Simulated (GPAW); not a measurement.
# GaSb (F-43m) in GPAW: settings compared

Aim: see how the results for GaSb move with the level of theory and the settings. Levels: r2SCAN, mBEEF, SCAN, vdW-DF2. Tasks: band structure, equation of state.

Program: GPAW 26.7.0. These are calculated values, not measurements. Logs are shortened: lines on timing, memory, paths and dates and some standing lists are left out, and cuts for length are marked. The log counts tension as positive stress, the text compression.

**Measured values to compare with.**

From a printed reference work, data compilation, for a bulk crystal of GaSb at 4.2 K: band gap 0.811 eV (direct).

The runs below are set against these values where they give the same quantity.

## (1) The crystal as given

Symmetry: F-43m, No. 216, cubic system. The conventional cell has a = 6.118 Å, b = 6.118 Å, c = 6.118 Å, α = 90.00°, β = 90.00°, γ = 90.00°. Sb (site symmetry -43m) has 4 Ga at 2.65 Å as nearest neighbours. Ga (site symmetry -43m) is surrounded by 4 Sb at 2.65 Å.

## (2) Band structure, r2SCAN

Contents of run.py:

```python
from ase import Atoms
from ase.dft.bandgap import bandgap
from ase.io import write
from ase.units import GPa
from gpaw import GPAW, PW

atoms = Atoms(['Sb', 'Ga'],
              cell=[[0.0, 3.059, 3.059],
                    [3.059, 0.0, 3.059],
                    [3.059, 3.059, 0.0]],
              scaled_positions=[[0.75, 0.75, 0.75],
                                [0.0, 0.0, 0.0]],
              pbc=True)

calc = GPAW(mode=PW(600),
            xc='MGGA_X_R2SCAN+MGGA_C_R2SCAN',
            kpts={'size': (8, 8, 8), 'gamma': True},
            occupations={'name': 'fermi-dirac', 'width': 0.05},
            nbands=18,
            convergence={'density': 1e-05, 'energy': 1e-05},
            maxiter=150,
            txt='gpaw.txt')
atoms.calc = calc
energy = atoms.get_potential_energy()
forces = atoms.get_forces()
stress = atoms.get_stress()
calc.write('gs.gpw')
write('result.traj', atoms)
print(f'Energy: {energy:.6f} eV')
print('Forces (eV/A):')
print(forces.round(4))
print('Stress (GPa):', (stress / GPa).round(3))
print('Fermi level:', round(calc.get_fermi_level(), 4), 'eV')
print(f'Gap: {bandgap(calc)[0]:.4f} eV, direct: {bandgap(calc, direct=True)[0]:.4f} eV')

path = atoms.cell.bandpath('GXWKGLUWLK,UX', npoints=60, eps=1e-4)
bs_calc = calc.fixed_density(kpts=path, symmetry='off', nbands=30,
                             convergence={'bands': 'CBM+6.0', 'eigenstates': 1e-6}, txt='bands.txt')
bs = bs_calc.band_structure()
bs.write('bs.json')
print(f'Gap on the path: {bandgap(bs_calc)[0]:.4f} eV')
```

Potentials or basis: GPAW PAW data sets (gpaw-data 1.2.1), pw.

The run is started by

```console
OMP_NUM_THREADS=1 python run.py
```

gpaw.txt:

```text
__  _  _
 | _ |_)|_||  |
 |__||  | ||/\| - 26.7.0

Input parameters:
  mode=PW(ecut=600.0),
  convergence={'density': 1e-05, 'energy': 1e-05},
  kpts=MonkhorstPack(size=(8, 8, 8), gamma=True),
  maxiter=150,
  nbands=18,
  occupations=Occupations(name='fermi-dirac', width=0.05),
  xc=XC(name='MGGA_X_R2SCAN+MGGA_C_R2SCAN')

Diagonalizing LCAO Hamiltonian
Converting LCAO to pw mode

                     Sb

       Ga

Atoms  # Å, Bohr magnetons
|   | symbol |        x |        y |        z |    initial magnetic moments |
|---|--------|----------|----------|----------|-----------------------------|
| 0 |     Sb | 4.588500 | 4.588500 | 4.588500 | ( 0.0000,  0.0000,  0.0000) |
| 1 |     Ga | 0.000000 | 0.000000 | 0.000000 | ( 0.0000,  0.0000,  0.0000) |

Unit cell  # Å
| periodic |        x |        y |        z |  lengths |    angles |
|----------|----------|----------|----------|----------|-----------|
|      yes | 0.000000 | 3.059000 | 3.059000 | 4.326079 | 60.000000 |
|      yes | 3.059000 | 0.000000 | 3.059000 | 4.326079 | 60.000000 |
|      yes | 3.059000 | 3.059000 | 0.000000 | 4.326079 | 60.000000 |

Number of symmetries: 24
Symmetry operations  # r_c * U_cc + t_c -> r_c
|    | kind |            matrix            |
|----|------|------------------------------|
|  0 |  E   |  1, 0, 0,  0, 1, 0,  0, 0, 1 |
|  1 |  σ   |  1, 0, 0,  0, 0, 1,  0, 1, 0 |
|  2 |  σ   |  1, 0,-1,  0, 1,-1,  0, 0,-1 |
|  3 |  C3  |  1, 0,-1,  0, 0,-1,  0, 1,-1 |
|  4 |  C3  |  1,-1, 0,  0,-1, 1,  0,-1, 0 |
|  5 |  σ   |  1,-1, 0,  0,-1, 0,  0,-1, 1 |
|  6 |  σ   |  0, 1, 0,  1, 0, 0,  0, 0, 1 |
|  7 |  C3  |  0, 1, 0,  0, 0, 1,  1, 0, 0 |
|  8 |  C2  |  0, 1,-1,  1, 0,-1,  0, 0,-1 |
|  9 |  S4  |  0, 1,-1,  0, 0,-1,  1, 0,-1 |
| 10 |  C3  |  0, 0, 1,  1, 0, 0,  0, 1, 0 |
| 11 |  σ   |  0, 0, 1,  0, 1, 0,  1, 0, 0 |
| 12 |  S4  |  0, 0,-1,  1, 0,-1,  0, 1,-1 |
| 13 |  C3  |  0, 0,-1,  0, 1,-1,  1, 0,-1 |
| 14 |  S4  |  0,-1, 1,  1,-1, 0,  0,-1, 0 |
| 15 |  C2  |  0,-1, 1,  0,-1, 0,  1,-1, 0 |
| 16 |  C3  |  0,-1, 0,  1,-1, 0,  0,-1, 1 |
| 17 |  S4  |  0,-1, 0,  0,-1, 1,  1,-1, 0 |
| 18 |  S4  | -1, 1, 0, -1, 0, 1, -1, 0, 0 |
| 19 |  C3  | -1, 1, 0, -1, 0, 0, -1, 0, 1 |
| 20 |  C3  | -1, 0, 1, -1, 1, 0, -1, 0, 0 |
| 21 |  S4  | -1, 0, 1, -1, 0, 0, -1, 1, 0 |
| 22 |  σ   | -1, 0, 0, -1, 1, 0, -1, 0, 1 |
| 23 |  C2  | -1, 0, 0, -1, 0, 1, -1, 1, 0 |

BZ-sampling:
  Number of BZ points: 512
  Number of IBZ points: 29

  Monkhorst-Pack size: [8, 8, 8]
  Monkhorst-Pack shift: [0.0625, 0.0625, 0.0625]

K-points  # in reciprocal-cell coordinates
|     |                                coordinates |     weight |
|-----|--------------------------------------------|------------|
|   0 | (  0.00000000,   0.00000000,   0.00000000) | 0.00195312 |
|   1 | (  0.12500000,   0.12500000,   0.00000000) | 0.01171875 |
|   2 | (  0.12500000,   0.12500000,   0.12500000) | 0.01562500 |
|   3 | (  0.25000000,   0.12500000,   0.12500000) | 0.02343750 |
|   4 | (  0.25000000,   0.25000000,   0.00000000) | 0.01171875 |
|   5 | (  0.25000000,   0.25000000,   0.12500000) | 0.04687500 |
|   6 | (  0.25000000,   0.25000000,   0.25000000) | 0.01562500 |
|   7 | (  0.37500000,   0.25000000,  -0.37500000) | 0.04687500 |
|   8 | (  0.37500000,   0.25000000,   0.12500000) | 0.04687500 |
|   9 | (  0.37500000,   0.25000000,   0.25000000) | 0.04687500 |
| ... |                                            |            |
|  28 | (  0.50000000,   0.50000000,   0.50000000) | 0.00781250 |

Plane wave coefficients: 1926
Cutoff: 600.0 eV

Spin-components: 1 (collinear spins)
Bands:           18
Projectors:      11
Spin-degeneracy: 2
Datatype:        complex128

Parallelization:
  kpt:    1
  domain: 1
  band:   1

Density:
  Valence electrons: 18.0
  Components: 1
  Grid points: [25 25 25]
  Charge: 0.0  # |e|

Potential:
  Grid points: [25 25 25]

species:
  Sb:
    name:    Antimony
    Z:       51.0
    valence: 15
    core:    36
    charge:  0.0  # [|e|]
    compensation charges:
      type: gauss
      rc: 0.36  # [Å]
      lmax: 2
    cutoffs:
      filter: 2.23  # [Å]
      core: 2.23  # [Å]
    projectors
    | kind |    occ | energy [eV] | rcut [Å] |
    |------|--------|-------------|----------|
    |   5s |  2.000 |     -12.815 |    1.154 |
    |   5p |  3.000 |      -4.830 |    1.233 |
    |   4d | 10.000 |     -33.514 |    1.196 |
    |    s |        |      14.396 |    1.154 |
    |    p |        |      22.381 |    1.233 |
    |    d |        |      -6.303 |    1.196 |

    Using partial waves for Sb as LCAO basis

  Ga:
    name:    Gallium
    Z:       31.0
    valence: 3
    core:    28
    charge:  0.0  # [|e|]
    compensation charges:
      type: gauss
      rc: 0.37  # [Å]
      lmax: 2
    cutoffs:
      filter: 2.06  # [Å]
      core: 4.17  # [Å]
    projectors
    | kind |    occ | energy [eV] | rcut [Å] |
    |------|--------|-------------|----------|
    |   4s |  2.000 |      -8.945 |    1.164 |
    |   4p |  1.000 |      -2.580 |    1.164 |
    |    s |        |      18.266 |    1.164 |
    |    p |        |      24.631 |    1.164 |
    |    d |        |       0.000 |    1.164 |

    Using partial waves for Ga as LCAO basis

Reference energy: -229166.229777  # eV

eigensolver:
  PPCG
  Converge bands: occupied
  niter=2

density mixing:
  MSR1-Mixer
  Pratt-step length: 0.05
  Maximum mixing coefficient: 0.75
  Old densities: 10
  SVD Regularization: 0.005
  Good broyden scale: 1.0
  Trust region scale: 1.0
  Backstep threshold: 4.0
  History deletion threshold: 6.0
  Fourier metric: weight=20.0, sigma=0.015

occupation numbers:
  Fermi-Dirac:
    width: 0.0500  # eV

poisson solver:
  ecut: 4800.0  # eV

xc functional:
  name: MGGA_X_R2SCAN+MGGA_C_R2SCAN with 2 nearest neighbor stencil

convergence criteria:
- Maximum integral of absolute [dens]ity change: 1e-05 electrons / valence electron
- Maximum [total energy] change in last 3 cyles: 1e-05 eV / valence electron
- Maximum integral of absolute [eigenst]ate change: 4e-08 eV^2 / valence electron
maximum number of iterations: 150

SCF iterations
|iter     | |      energy | eigst |  dens |
|---------|-|-------------|-------|-------|
|iter:   1| |  -31.551891 | +0.20 |       |
|iter:   2| |  -29.938642 | -1.01 | -1.31 |
|iter:   3| |-3446295.719596 | +6.34 | -1.30 |
|iter:   4| |   21.371623 | +3.89 | +2.33 |
|iter:   5| |  -29.718244 | +1.43 | -0.74 |
|iter:   6| |  -30.024158 | -0.04 | -1.49 |
|iter:   7| |  -30.008173 | -1.49 | -1.69 |
|iter:   8| |  -30.004957 | -2.52 | -1.78 |
|iter:   9| |  -30.011653 | -3.19 | -2.00 |
|iter:  10| |  -30.009764 | -2.80 | -2.01 |
|iter:  11| |  -30.011771 | -3.34 | -2.51 |
|iter:  12| |  -30.011059 | -4.72 | -2.23 |
|iter:  13| |  -30.010523 | -4.63 | -2.32 |
|iter:  14| |  -30.010268 | -4.32 | -2.54 |
|iter:  15| |  -30.010283 | -5.42 | -3.18 |
|iter:  16| |  -30.010283c| -6.40 | -3.97 |
|iter:  17| |  -30.010283c| -7.72c| -4.70 |
|iter:  18| |  -30.010283c| -7.59c| -5.08c|

Converged in 18 steps
Energy contributions relative to reference atoms: (reference = -229166.229777)

Energy contributions:
  Kinetic:          12.464885
  Coulomb:         -10.620229
  Zero:             -0.007723
  External:          0.000000
  Xc:              -31.847201
  Entropy:          -0.000026
  Spinorbit:         0.000000
  ----------------------------
  Free energy:     -30.010296
  Extrapolated:    -30.010283

dipole moment: (-11.019481, -11.019481, -11.019481)  # |e|*Ang

Fermi level: 4.967
Eigenvalues  # (at kpt = [0.000, 0.000, 0.000])
| band index |      eig [eV] | occ [0-2] |
|------------|---------------|-----------|
|          0 |       -24.799 |     2.000 |
|          1 |       -24.799 |     2.000 |
|          2 |       -24.799 |     2.000 |
|          3 |       -24.775 |     2.000 |
|          4 |       -24.775 |     2.000 |
|          5 |        -7.205 |     2.000 |
|          6 |         4.683 |     1.993 |
|          7 |         4.683 |     1.993 |
|          8 |         4.683 |     1.993 |
|          9 |         5.197 |     0.020 |
|         10 |         7.712 |     0.000 |
|         11 |         7.712 |     0.000 |
|         12 |         7.712 |     0.000 |
|         13 |        11.092 |     0.000 |
|         14 |        13.818 |     0.000 |
|         15 |        13.818 |     0.000 |
|         16 |        14.885 |     0.000 |
|         17 |        14.885 |     0.000 |

Gap: 0.514 eV
Transition (v -> c):
  (s=0, k=0, n=8, [0.00, 0.00, 0.00]) -> (s=0, k=0, n=9, [0.00, 0.00, 0.00])
No difference between direct/indirect transitions

Forces  # eV/Ang
|       x |       y |        z |
|---------|---------|----------|
| 0.00000 | 0.00000 | -0.00000 |  # Sb   0
| 0.00000 | 0.00000 | -0.00000 |  # Ga   1

Stress tensor  # eV/Ang^3
|         x |         y |         z |
|-----------|-----------|-----------|
| -0.001182 | -0.000000 | -0.000000 |
| -0.000000 | -0.001182 | -0.000000 |
| -0.000000 | -0.000000 | -0.001182 |

# Writing to gs.gpw (mode='')
```

Run time: 2.3 min. Hardware: 1 thread of Arm Neoverse V2, shared host; peak memory 0.39 GiB.

Results:

- Free energy: -30.0103 eV
- Pressure: 0.2 GPa
- Band gap on the k mesh: 0.51 eV, direct
- Band gap along the path: 0.51 eV, direct

Levels at the corners of the path, in eV from the valence-band top:
```
point  band 6  band 7  band 8  band 9  band 10  band 11  band 12  band 13
    Γ  -11.89    0.00    0.00    0.00     0.51     3.03     3.03     3.03
    X   -9.36   -7.00   -2.67   -2.67     1.15     1.52     9.34     9.34
    W   -9.32   -6.85   -3.47   -3.22     4.06     4.65     4.87     5.14
    K   -9.43   -6.81   -3.73   -2.28     1.68     4.24     7.16     7.31
    Γ  -11.89    0.00    0.00    0.00     0.51     3.03     3.03     3.03
    L  -10.22   -6.54   -1.20   -1.20     0.73     4.06     4.06     6.99
    U   -9.43   -6.81   -3.73   -2.28     1.68     4.24     7.16     7.31
    W   -9.32   -6.85   -3.47   -3.22     4.06     4.65     4.87     5.14
    L  -10.22   -6.54   -1.20   -1.20     0.73     4.06     4.06     6.99
    K   -9.43   -6.81   -3.73   -2.28     1.68     4.24     7.16     7.31
    U   -9.43   -6.81   -3.73   -2.28     1.68     4.24     7.16     7.31
    X   -9.36   -7.00   -2.67   -2.67     1.15     1.52     9.34     9.34
```

Caveat: the PAW data sets were made with another functional, which shifts forces and pressure a little; spin-orbit coupling is left out, which moves the levels of the heavy elements.

## (3) Band structure, r2SCAN, spin-orbit coupling, no magnetisation

Contents of run.py:

```python
import numpy as np
from ase.dft.bandgap import bandgap
from ase.io import read, write
from ase.units import GPa
from gpaw import GPAW, PW
from gpaw.spinorbit import soc_eigenstates

atoms = read('POSCAR')

calc = GPAW(mode=PW(600),
            xc='MGGA_X_R2SCAN+MGGA_C_R2SCAN',
            kpts={'size': (6, 6, 6), 'gamma': True},
            occupations={'name': 'fermi-dirac', 'width': 0.05},
            nbands=18,
            convergence={'density': 1e-05, 'energy': 1e-05},
            maxiter=150,
            txt='gpaw.txt')
atoms.calc = calc
energy = atoms.get_potential_energy()
forces = atoms.get_forces()
stress = atoms.get_stress()
calc.write('gs.gpw')
write('result.traj', atoms)
print(f'Energy: {energy:.6f} eV')
print('Forces (eV/A):')
print(forces.round(4))
print('Stress (GPa):', (stress / GPa).round(3))
print('Fermi level:', round(calc.get_fermi_level(), 4), 'eV')
print(f'Gap: {bandgap(calc)[0]:.4f} eV, direct: {bandgap(calc, direct=True)[0]:.4f} eV')

path = atoms.cell.bandpath('GXWKGLUWLK,UX', npoints=100, eps=1e-4)
bs_calc = calc.fixed_density(kpts=path, symmetry='off', nbands=30,
                             convergence={'bands': 'CBM+6.0', 'eigenstates': 1e-6}, txt='bands.txt')
bs = bs_calc.band_structure()
bs.write('bs.json')
print(f'Gap on the path: {bandgap(bs_calc)[0]:.4f} eV')

soc = soc_eigenstates(bs_calc, theta=90, phi=45, ignore_xc_potential=True)
np.savetxt('soc_bands.dat', soc.eigenvalues(), fmt='%.4f')
mesh = soc_eigenstates('gs.gpw', theta=90, phi=45, ignore_xc_potential=True)
np.savetxt('soc_mesh.dat', mesh.eigenvalues(), fmt='%.4f')
print('Fermi level with spin-orbit coupling:', round(mesh.fermi_level, 4), 'eV')
```

Contents of POSCAR:

```
GaSb
1.0
    0.0000000000      3.0590000000      3.0590000000
    3.0590000000      0.0000000000      3.0590000000
    3.0590000000      3.0590000000      0.0000000000
Sb Ga
1 1
Direct
    0.7500000000      0.7500000000      0.7500000000
    0.0000000000      0.0000000000      0.0000000000
```

Potentials or basis: GPAW PAW data sets (gpaw-data 1.2.1), pw.

The run is started by

```console
OMP_NUM_THREADS=1 python run.py
```

gpaw.txt:

```text
__  _  _
 | _ |_)|_||  |
 |__||  | ||/\| - 26.7.0

Input parameters:
  mode=PW(ecut=600.0),
  convergence={'density': 1e-05, 'energy': 1e-05},
  kpts=MonkhorstPack(size=(6, 6, 6), gamma=True),
  maxiter=150,
  nbands=18,
  occupations=Occupations(name='fermi-dirac', width=0.05),
  xc=XC(name='MGGA_X_R2SCAN+MGGA_C_R2SCAN')

Diagonalizing LCAO Hamiltonian
Converting LCAO to pw mode

                     Sb

       Ga

Atoms  # Å, Bohr magnetons
|   | symbol |        x |        y |        z |    initial magnetic moments |
|---|--------|----------|----------|----------|-----------------------------|
| 0 |     Sb | 4.588500 | 4.588500 | 4.588500 | ( 0.0000,  0.0000,  0.0000) |
| 1 |     Ga | 0.000000 | 0.000000 | 0.000000 | ( 0.0000,  0.0000,  0.0000) |

Unit cell  # Å
| periodic |        x |        y |        z |  lengths |    angles |
|----------|----------|----------|----------|----------|-----------|
|      yes | 0.000000 | 3.059000 | 3.059000 | 4.326079 | 60.000000 |
|      yes | 3.059000 | 0.000000 | 3.059000 | 4.326079 | 60.000000 |
|      yes | 3.059000 | 3.059000 | 0.000000 | 4.326079 | 60.000000 |

Number of symmetries: 24
Symmetry operations  # r_c * U_cc + t_c -> r_c
|    | kind |            matrix            |
|----|------|------------------------------|
|  0 |  E   |  1, 0, 0,  0, 1, 0,  0, 0, 1 |
|  1 |  σ   |  1, 0, 0,  0, 0, 1,  0, 1, 0 |
|  2 |  σ   |  1, 0,-1,  0, 1,-1,  0, 0,-1 |
|  3 |  C3  |  1, 0,-1,  0, 0,-1,  0, 1,-1 |
|  4 |  C3  |  1,-1, 0,  0,-1, 1,  0,-1, 0 |
|  5 |  σ   |  1,-1, 0,  0,-1, 0,  0,-1, 1 |
|  6 |  σ   |  0, 1, 0,  1, 0, 0,  0, 0, 1 |
|  7 |  C3  |  0, 1, 0,  0, 0, 1,  1, 0, 0 |
|  8 |  C2  |  0, 1,-1,  1, 0,-1,  0, 0,-1 |
[... 155 lines left out ...]
|iter:   6| |  -29.995749 | -0.03 | -1.48 |
|iter:   7| |  -29.997784 | -1.46 | -1.69 |
|iter:   8| |  -29.981827 | -2.67 | -1.70 |
|iter:   9| |  -29.981549 | -2.87 | -1.56 |
|iter:  10| |  -29.988085 | -3.25 | -1.76 |
|iter:  11| |  -29.986531 | -3.06 | -1.93 |
|iter:  12| |  -29.990189 | -3.05 | -2.28 |
|iter:  13| |  -29.989679 | -4.45 | -2.41 |
|iter:  14| |  -29.989289 | -4.47 | -2.41 |
|iter:  15| |  -29.989252 | -4.95 | -2.94 |
|iter:  16| |  -29.989254c| -6.45 | -4.10 |
|iter:  17| |  -29.989254c| -7.45c| -4.79 |
|iter:  18| |  -29.989254c| -7.60c| -5.21c|

Converged in 18 steps
Energy contributions relative to reference atoms: (reference = -229166.229777)

Energy contributions:
  Kinetic:          12.369529
  Coulomb:         -10.489636
  Zero:             -0.007787
  External:          0.000000
  Xc:              -31.861330
  Entropy:          -0.000060
  Spinorbit:         0.000000
  ----------------------------
  Free energy:     -29.989284
  Extrapolated:    -29.989254

dipole moment: (-11.022988, -11.022988, -11.022988)  # |e|*Ang

Fermi level: 4.971
Eigenvalues  # (at kpt = [0.000, 0.000, 0.000])
| band index |      eig [eV] | occ [0-2] |
|------------|---------------|-----------|
|          0 |       -24.786 |     2.000 |
|          1 |       -24.786 |     2.000 |
|          2 |       -24.786 |     2.000 |
|          3 |       -24.762 |     2.000 |
|          4 |       -24.762 |     2.000 |
|          5 |        -7.199 |     2.000 |
[... 10 lines left out ...]
|         16 |        14.886 |     0.000 |
|         17 |        14.886 |     0.000 |

Gap: 0.513 eV
Transition (v -> c):
  (s=0, k=0, n=8, [0.00, 0.00, 0.00]) -> (s=0, k=0, n=9, [0.00, 0.00, 0.00])
No difference between direct/indirect transitions

Forces  # eV/Ang
|       x |        y |        z |
|---------|----------|----------|
| 0.00000 | -0.00000 | -0.00000 |  # Sb   0
| 0.00000 |  0.00000 | -0.00000 |  # Ga   1

Stress tensor  # eV/Ang^3
|         x |         y |         z |
|-----------|-----------|-----------|
| -0.001115 | -0.000000 | -0.000000 |
| -0.000000 | -0.001115 |  0.000000 |
| -0.000000 |  0.000000 | -0.001115 |

# Writing to gs.gpw (mode='')
```

Run time: 2.5 min. Hardware: 1 thread of Arm Neoverse V2, shared host; peak memory 0.46 GiB.

Results:

- Free energy: -29.9893 eV
- Pressure: 0.2 GPa
- Band gap on the k mesh: 0.26 eV, direct
- Band gap along the path: 0.26 eV, direct

Levels at the corners of the path, in eV from the valence-band top:
```csv
point,band 16,band 17,band 18,band 19,band 20,band 21
Γ,0.00,0.00,0.00,0.26,0.26,2.63
X,-3.07,-2.79,-2.79,0.90,0.90,1.26
W,-3.58,-3.46,-3.44,3.57,3.98,4.39
K,-3.88,-2.54,-2.51,1.41,1.44,3.92
Γ,0.00,0.00,0.00,0.26,0.26,2.63
L,-1.68,-1.24,-1.24,0.48,0.48,3.75
U,-3.88,-2.54,-2.51,1.41,1.44,3.92
W,-3.58,-3.46,-3.44,3.57,3.98,4.39
L,-1.68,-1.24,-1.24,0.48,0.48,3.75
K,-3.88,-2.54,-2.51,1.41,1.44,3.92
U,-3.88,-2.54,-2.51,1.41,1.44,3.92
X,-3.07,-2.79,-2.79,0.90,0.90,1.26
```

Caveat: spin-orbit coupling was added after a scalar SCF, so levels and gaps hold it while energy, forces, pressure and moments don't; this program's spin-orbit splittings come out too wide for heavy elements; the PAW data sets were made with another functional, which shifts forces and pressure a little.

[end of part 1 of 3]
